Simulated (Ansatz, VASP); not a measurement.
## V in VASP and in Ansatz

```xyz
1
Lattice="0.0000 1.9204 1.9204 1.9204 0.0000 1.9204 1.9204 1.9204 0.0000" Properties=species:S:1:pos:R:3 pbc="T T T"
V     0.0000    0.0000    0.0000
```

Alike in both runs: task single point; functional revPBE; k mesh 16 × 16 × 16; occupations fermi-dirac, width 0.1 eV; no spin polarisation.

|  | VASP | Ansatz |
| --- | --- | --- |
| version | VASP 6.6.1 | Ansatz 0.2.0 |
| potentials or method | VASP PAW PBE potentials, release 64 (V_sv) | plane waves (420 eV) with PAW, scalar-relativistic |
| plane-wave cutoff (eV) | 520 | 420 |
| valence electrons in the cell | 13 | 13 |

|  | VASP | Ansatz | Ansatz less VASP |
| --- | --- | --- | --- |
| pressure (GPa) | 0.2 | 0.0 | -0.23 |

The functional is the same, so the differences come from potentials, cutoffs and numerics.

Caveats: the PAW data sets were made with another functional, which shifts forces and pressure a little (VASP).
